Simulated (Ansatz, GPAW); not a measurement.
# The basis that the transmission of a Bi chain with two Si atoms in line needs, part 2 of 2

Wanted: the zero-bias transmission of a Bi chain with two Si atoms in line on a ladder of levels, with run times.

GPAW 26.7.0 and Ansatz 0.2.0; Ansatz plane waves; Landauer transmission by layers, zero bias (the session's first sound run).

So far, transmission at the Fermi level (one spin): step 2 (plane waves, PBE) 2.73; step 3 (double-zeta polarised basis, PBE, GPAW) 2.72.

**4. Single-zeta polarised basis**

One radial function a shell plus polarisation makes the matrices smaller; the question is what that costs.

The input, run.py:

```python
import json
import numpy as np
from ase import Atoms
from ase.transport.calculators import TransportCalculator
from gpaw import GPAW, FermiDirac
from gpaw.lcao.tools import get_lcao_hamiltonian
from scipy.linalg import eigh

# The junction with lead layers at both ends, along the third cell vector
device = Atoms(
    ['Bi', 'Bi', 'Bi', 'Bi', 'Si', 'Si', 'Bi', 'Bi', 'Bi', 'Bi'],
    positions=[
        [4.50000, 4.50000, 1.45000],
        [4.50000, 4.50000, 4.35000],
        [4.50000, 4.50000, 7.25000],
        [4.50000, 4.50000, 10.15000],
        [4.50000, 4.50000, 12.68920],
        [4.50000, 4.50000, 14.88920],
        [4.50000, 4.50000, 17.42840],
        [4.50000, 4.50000, 20.32840],
        [4.50000, 4.50000, 23.22840],
        [4.50000, 4.50000, 26.12840]],
    cell=[[9.0, 0.0, 0.0], [0.0, 9.0, 0.0], [0.0, 0.0, 27.5784]],
    pbc=True)

# One principal layer of the lead: the first 2 atoms of the device
lead = Atoms(
    ['Bi', 'Bi'],
    positions=[
        [4.50000, 4.50000, 1.45000],
        [4.50000, 4.50000, 4.35000]],
    cell=[[9.0, 0.0, 0.0], [0.0, 9.0, 0.0], [0.0, 0.0, 5.8]],
    pbc=True)

settings = dict(mode='lcao', basis='szp(dzp)', xc='PBE', h=0.2,
                occupations=FermiDirac(0.1), maxiter=250,
                mixer=dict(beta=0.1, nmaxold=8, weight=100.0),
                convergence=dict(density=0.0001))
energies = np.arange(-3, 3 + 1e-9, 0.075)
eta = 0.0001
n1, n2 = 1, 1
# k and -k transmit alike, so half of the mesh across the current serves
mesh = [(i, j) for i in range(n1) for j in range(n2) if (i, j) <= (-i % n1, -j % n2)]
weights = np.array([1 if (i, j) == (-i % n1, -j % n2) else 2 for i, j in mesh]) / (n1 * n2)

# [... helper functions left out ...]
fermi_lead = ground_state(lead, (1, 1, 19), 'lead.txt')
fermi_device = ground_state(device, (1, 1, 3), 'device.txt')
# [... loop over the mesh left out, but for ...]
        # Shift the lead onto the potential of the device's first layer
        shift = ((H[:, 0, 0] - H0[:, 0, 0]) / S0[0, 0]).real.mean()
# [...]
kT = 8.617333e-5 * 500
bias = [0.1, 0.2, 0.5, 1.0, 1.5, 2.0]
# [... integrals and printing left out ...]
```

On the command line:

```sh
> OMP_NUM_THREADS=1 OPENBLAS_NUM_THREADS=2 python run.py
```

Wall time 30 s (2 threads of Intel Xeon 6975P-C (Granite Rapids), shared host); peak memory 0.88 GiB.

This step gave:

```
conductance                                    : 2.749 G₀
largest coupling past the next principal layer : 5.79e-6 eV
largest misfit of the first principal layer    : 0.04463 eV
shift that aligns the lead                     : 0.03670 eV
basis functions of the junction                : 130
basis functions of a principal layer           : 28
transmission at the Fermi level (one spin)     : 2.748
```

One spin. Table of transmission, zone mean by energy, zero at the Fermi level:

| energy (eV) | transmission, zone mean |
| --- | --- |
| -3.00 | 0.838 |
| -2.77 | 0.790 |
| -2.55 | 0.757 |
| -2.40 | 0.742 |
| -2.17 | 0.727 |
| -1.95 | 0.719 |
| -1.73 | 0.716 |
| -1.57 | 0.716 |
| -1.35 | 1.95 |
| -1.12 | 2.60 |
| -0.90 | 2.64 |
| -0.75 | 2.65 |
| -0.53 | 2.70 |
| -0.30 | 2.72 |
| -0.07 | 2.74 |
| 0.00 | 2.75 |
| 0.07 | 2.76 |
| 0.30 | 2.78 |
| 0.53 | 2.81 |
| 0.75 | 2.79 |
| 0.90 | 2.74 |
| 1.12 | 2.60 |
| 1.35 | 2.32 |
| 1.57 | 1.79 |
| 1.73 | 1.28 |
| 1.95 | 0.921 |
| 2.17 | 0.936 |
| 2.40 | 0.949 |
| 2.55 | 0.957 |
| 2.77 | 0.967 |
| 3.00 | 0.975 |

Crossings of the lead's bands, unfolded to its shortest repeat. Open channels, zone mean against energy, zero at the Fermi level:

```csv
energy (eV),"open channels, zone mean"
-3.00,1
-2.77,1
-2.55,1
-2.40,1
-2.17,1
-1.95,1
-1.73,1
-1.57,1
-1.35,3
-1.12,3
-0.90,3
-0.75,3
-0.53,3
-0.30,3
-0.07,3
0.00,3
0.07,3
0.30,3
0.53,3
0.75,3
0.90,3
1.12,3
1.35,3
1.57,3
1.73,3
1.95,1
2.17,1
2.40,1
2.55,1
2.77,1
3.00,1
```

Not self-consistent under bias; the bias window is split evenly. The current through one cell, from the zero-bias transmission by bias:

| bias (V) | current through one cell, from the zero-bias transmission (μA) |
| --- | --- |
| 0.100 | 21.3 |
| 0.200 | 42.6 |
| 0.500 | 107 |
| 1.000 | 213 |
| 1.500 | 319 |
| 2.000 | 423 |

Transmission of the three most open eigenchannels against energy, zero at the Fermi level:

| energy (eV) | channel 1 | channel 2 | channel 3 |
| --- | --- | --- | --- |
| -3.00 | 0.838 | 0 | 0 |
| -2.85 | 0.804 | 0 | 0 |
| -2.70 | 0.777 | 0 | 0 |
| -2.55 | 0.757 | 0 | 0 |
| -2.33 | 0.736 | 0 | 0 |
| -2.17 | 0.727 | 0 | 0 |
| -2.02 | 0.721 | 0 | 0 |
| -1.88 | 0.717 | 0 | 0 |
| -1.73 | 0.716 | 0 | 0 |
| -1.57 | 0.716 | 0 | 0 |
| -1.35 | 0.719 | 0.615 | 0.615 |
| -1.20 | 0.906 | 0.906 | 0.722 |
| -1.05 | 0.949 | 0.949 | 0.726 |
| -0.90 | 0.952 | 0.952 | 0.731 |
| -0.75 | 0.959 | 0.959 | 0.736 |
| -0.60 | 0.970 | 0.970 | 0.742 |
| -0.38 | 0.982 | 0.982 | 0.753 |
| -0.23 | 0.985 | 0.985 | 0.760 |
| -0.07 | 0.987 | 0.987 | 0.769 |
| 0.00 | 0.988 | 0.988 | 0.773 |
| 0.07 | 0.989 | 0.989 | 0.778 |
| 0.23 | 0.993 | 0.993 | 0.787 |
| 0.38 | 0.998 | 0.998 | 0.798 |
| 0.60 | 0.995 | 0.995 | 0.815 |
| 0.75 | 0.980 | 0.980 | 0.826 |
| 0.90 | 0.951 | 0.951 | 0.839 |
| 1.05 | 0.904 | 0.904 | 0.851 |
| 1.20 | 0.863 | 0.832 | 0.832 |
| 1.35 | 0.876 | 0.723 | 0.723 |
| 1.57 | 0.894 | 0.450 | 0.450 |
| 1.73 | 0.905 | 0.185 | 0.185 |
| 1.88 | 0.916 | 2.7e-9 | 2.7e-9 |
| 2.02 | 0.926 | 3.6e-11 | 3.6e-11 |
| 2.17 | 0.936 | 3.5e-12 | 3.5e-12 |
| 2.33 | 0.945 | 0 | 0 |
| 2.55 | 0.957 | 0 | 0 |
| 2.70 | 0.963 | 0 | 0 |
| 2.85 | 0.970 | 0 | 0 |
| 3.00 | 0.975 | 5.4e-11 | 5.4e-11 |

The conductance, 2.75 G₀, lies 0.9 % above that of the dzp run.

**5. GPAW, sz: basis = "sz(dzp)"**

The minimal basis is the cheapest rung: no second zeta and no polarisation.

Edit run.py of step 4 so:

```diff
@@ -34,3 +34,3 @@
 
-settings = dict(mode='lcao', basis='szp(dzp)', xc='PBE', h=0.2,
+settings = dict(mode='lcao', basis='sz(dzp)', xc='PBE', h=0.2,
                 occupations=FermiDirac(0.1), maxiter=250,
```

Wall time 19 s (2 threads); peak memory 0.83 GiB.

This step gave:

```
conductance                                    : 2.730 G₀
largest coupling past the next principal layer : 5.43e-6 eV
largest misfit of the first principal layer    : 0.02756 eV
shift that aligns the lead                     : 0.03702 eV
basis functions of the junction                : 80
basis functions of a principal layer           : 18
transmission at the Fermi level (one spin)     : 2.730
```

One spin. The transmission, zone mean by energy, zero at the Fermi level:

energy (eV), transmission, zone mean and a bar from the least value:
```
  -3.0000       0.73 #
  -2.7750       0.70 
  -2.4750       0.68 
  -2.2500       0.67 
  -2.0250       0.67 
  -1.7250       0.68 
  -1.5000       0.68 
  -1.2750       2.68 #############################
  -0.9750       2.69 #############################
  -0.7500       2.69 #############################
  -0.5250       2.70 #############################
  -0.2250       2.72 #############################
   0.0000       2.73 #############################
   0.2250       2.75 #############################
   0.5250       2.78 ##############################
   0.6750       2.79 ##############################
   0.7500       2.78 ##############################
   0.9750       2.76 ##############################
   1.2750       2.62 ############################
   1.5000       2.28 #######################
   1.7250       1.36 ##########
   2.0250       0.90 ###
   2.2500       0.91 ###
   2.4750       0.93 ####
   2.7750       0.95 ####
   3.0000       0.96 ####
```

The conductance, 2.73 G₀, lies 0.2 % above that of the dzp run.

**6. LDA in the dzp basis: xc = "LDA"**

Back in the dzp basis, the functional changes from PBE to LDA, to set the spread between functionals beside that between bases.

Edit run.py of step 5 so:

```diff
@@ -34,3 +34,3 @@
 
-settings = dict(mode='lcao', basis='sz(dzp)', xc='PBE', h=0.2,
+settings = dict(mode='lcao', basis='dzp', xc='LDA', h=0.2,
                 occupations=FermiDirac(0.1), maxiter=250,
```

Wall time 22 s (2 threads); peak memory 0.89 GiB.

Numbers from this step:

- conductance: 2.735 G₀
- largest coupling past the next principal layer: 5.86e-6 eV
- largest misfit of the first principal layer: 0.04969 eV
- shift that aligns the lead: 0.03225 eV
- basis functions of the junction: 210
- basis functions of a principal layer: 46
- transmission at the Fermi level (one spin): 2.735

The conductance, 2.74 G₀, lies 0.4 % above that of the dzp run.

**7. Cost and result by level**

Times are for 2 threads of Intel Xeon 6975P-C (Granite Rapids), shared host. The series side by side:

| no. | run | conductance (G₀) | time | memory (GiB) |
| --- | --- | --- | --- | --- |
| 1 | dzp | 2.724 | 32 s | 0.89 |
| 2 | szp | 2.749 | 30 s | 0.88 |
| 3 | sz | 2.730 | 19 s | 0.83 |
| 4 | dzp LDA | 2.735 | 22 s | 0.89 |

**8. The levels side by side**

The curves are compared point by point over the common energies.

This step: comparison of transmission and cost over codes and levels (GPAW 26.7.0).

Ladder, by row:

```
   step    code  T at the Fermi level (sum over the listed spins)  conductance (G0)  r.m.s. T(E) from the first  wall time (s)  peak memory (GiB)  threads
 pw-pbe  Ansatz                                             2.729                 -                           0           1230              2.847        2
    dzp    GPAW                                             2.723             2.724                      0.1129          31.71               0.89        2
    szp    GPAW                                             2.748             2.749                      0.1246          29.95               0.88        2
     sz    GPAW                                              2.73              2.73                      0.1534          18.77               0.83        2
dzp-LDA    GPAW                                             2.735             2.735                      0.1123          22.37               0.89        2
```

The transmission, zone mean, sum over the listed spins by energy, zero at the Fermi level:

| energy (eV) | pw-pbe | dzp | szp | sz | dzp-LDA |
| --- | --- | --- | --- | --- | --- |
| -3.000 | 0.819 | 0.800 | 0.838 | 0.729 | 0.801 |
| -2.475 | 0.727 | 0.715 | 0.749 | 0.682 | 0.718 |
| -2.025 | 0.695 | 0.689 | 0.721 | 0.673 | 0.696 |
| -1.500 | 0.690 | 0.688 | 0.717 | 0.680 | 0.699 |
| -0.975 | 2.57 | 2.59 | 2.63 | 2.69 | 2.58 |
| -0.525 | 2.67 | 2.67 | 2.70 | 2.70 | 2.67 |
| 0.000 | 2.73 | 2.72 | 2.75 | 2.73 | 2.73 |
| 0.525 | 2.80 | 2.79 | 2.81 | 2.78 | 2.81 |
| 0.600 | 2.80 | 2.80 | 2.80 | 2.78 | 2.81 |
| 0.675 | 2.79 | 2.79 | 2.80 | 2.79 | 2.81 |
| 0.975 | 2.68 | 2.71 | 2.70 | 2.76 | 2.72 |
| 1.500 | 1.93 | 1.99 | 2.00 | 2.28 | 1.96 |
| 2.025 | 0.920 | 0.921 | 0.926 | 0.899 | 0.930 |
| 2.475 | 0.947 | 0.950 | 0.953 | 0.929 | 0.955 |
| 3.000 | 0.966 | 0.973 | 0.975 | 0.958 | 0.976 |

**9. Potential alignment off, broadening 0.001, SCF mesh 1×1×1**

Without the shift, lead and junction are matched by their Fermi levels alone. The broadening keeps the Green's functions finite; too large a value absorbs electrons where channels are open and leaks them where none are. The SCF mesh sets the Fermi level of the repeated cell.

This step: GPAW LCAO, PAW setups; Landauer transmission from Green's functions with principal layers (ASE), zero bias (GPAW 26.7.0).

Edit run.py of step 6 so:

```diff
@@ -34,3 +34,3 @@
 
-settings = dict(mode='lcao', basis='dzp', xc='LDA', h=0.2,
+settings = dict(mode='lcao', basis='dzp', xc='PBE', h=0.2,
                 occupations=FermiDirac(0.1), maxiter=250,
@@ -39,3 +39,3 @@
 energies = np.arange(-3, 3 + 1e-9, 0.075)
-eta = 0.0001
+eta = 0.001
 n1, n2 = 1, 1
@@ -47,6 +47,6 @@
 fermi_lead = ground_state(lead, (1, 1, 19), 'lead.txt')
-fermi_device = ground_state(device, (1, 1, 3), 'device.txt')
+fermi_device = ground_state(device, (1, 1, 1), 'device.txt')
 # [... loop over the mesh left out, but for ...]
-        # Shift the lead onto the potential of the device's first layer
-        shift = ((H[:, 0, 0] - H0[:, 0, 0]) / S0[0, 0]).real.mean()
+        # Lead and device are aligned by their Fermi levels alone
+        shift = 0.0
 # [...]
```

It took 25 s on 2 threads; peak memory 0.89 GiB.

The run finished with changed settings (align = false, eta = 0.001 and scf_mesh = [1, 1, 1]); it serves as a test.

The two runs compared:

```
                                           quantity  this run  sound run  difference
                                   conductance (G₀)    2.7365     2.7242      0.0123
largest coupling past the next principal layer (eV)  5.832e-6   5.832e-6     1.7e-16
   largest misfit of the first principal layer (eV)   0.56775   0.047125       0.521
                    shift that aligns the lead (eV)         0   0.022713     -0.0227
         transmission at the Fermi level (one spin)    2.7303     2.7235     0.00686
```

The two runs differ clearly in the largest misfit of the first principal layer: 0.568 eV against 0.0471 eV.

**10. A second varied run**

A last run, with other settings again.

Edit run.py of step 9 so:

```diff
@@ -31,3 +31,3 @@
         [4.50000, 4.50000, 4.35000]],
-    cell=[[9.0, 0.0, 0.0], [0.0, 9.0, 0.0], [0.0, 0.0, 5.8]],
+    cell=[[9.0, 0.0, 0.0], [0.0, 9.0, 0.0], [0.0, 0.0, 5.22]],
     pbc=True)
@@ -35,3 +35,3 @@
 settings = dict(mode='lcao', basis='dzp', xc='PBE', h=0.2,
-                occupations=FermiDirac(0.1), maxiter=250,
+                occupations=FermiDirac(0.1), maxiter=50,
                 mixer=dict(beta=0.1, nmaxold=8, weight=100.0),
@@ -39,3 +39,3 @@
 energies = np.arange(-3, 3 + 1e-9, 0.075)
-eta = 0.001
+eta = 0.0001
 n1, n2 = 1, 1
@@ -47,6 +47,6 @@
 fermi_lead = ground_state(lead, (1, 1, 19), 'lead.txt')
-fermi_device = ground_state(device, (1, 1, 1), 'device.txt')
+fermi_device = ground_state(device, (1, 1, 3), 'device.txt')
 # [... loop over the mesh left out, but for ...]
-        # Lead and device are aligned by their Fermi levels alone
-        shift = 0.0
+        # Shift the lead onto the potential of the device's first layer
+        shift = ((H[:, 0, 0] - H0[:, 0, 0]) / S0[0, 0]).real.mean()
 # [...]
```

The job ended after 29 s (2 threads; peak memory 0.89 GiB).

The run finished. A setting was moved off its sound value on purpose, so it serves as a test and not as the result.

The fault put into the input: a lead period that doesn't match its atoms (period = 5.22).

The two runs compared:

```csv
quantity,this run,sound run,difference
conductance (G₀),0.90162,2.7242,-1.82
largest coupling past the next principal layer (eV),0.0028005,5.832e-6,0.00279
largest misfit of the first principal layer (eV),1.9301,0.047125,1.88
shift that aligns the lead (eV),1.1982,0.022713,1.18
transmission at the Fermi level (one spin),0.90351,2.7235,-1.82
```

The two runs differ clearly in the shift that aligns the lead: 1.20 eV against 0.0227 eV.

**11. What came out**

```json
{
  "conductance": "2.72 G₀",
  "transmission at the Fermi level, mean of the spins": "2.72",
  "thermopower": "about 0 (under 1.5 μV/K)"
}
```

What this shows: In the dzp basis the junction conducts 2.72 G₀ at 500 K, with T = 2.72 a spin at the Fermi level; the sz basis reaches that conductance within 10 %. Plane waves (PBE) give T = 2.73 there. At the Fermi level the three most open eigenchannels pass 0.98, 0.98 and 0.76. Measured against the first run (pw-pbe), the nearest curve is that of dzp-LDA (r.m.s. 0.11) and the farthest that of sz (0.15). Over the compared runs wall time goes from 19 s (sz) to 1230 s (pw-pbe), on a shared host. The geometry was built from estimated bond lengths and not relaxed, so the numbers describe this model structure. Spin-orbit coupling is left out, which matters for the heavy atoms here. An evenly spaced straight chain is an idealisation: free chains tend to dimerise, zigzag or, where a band edge lies near the Fermi level, turn magnetic. The currents use the zero-bias T(E) throughout, which holds only while the bias is small against the distance to the nearest feature. The energy step is wider than the thermal energy, so the conductance and thermopower rest on interpolation of T(E).

[Logs are printed without paths, hosts, clocks, repeated set-up lines and the standing remarks that a program may print on its own settings, such as how far it seeks lower states.]

[Hosts, paths, dates, database ids (printed as entryN), source tags and the programs' standing remarks are cut or masked in the printed files.]
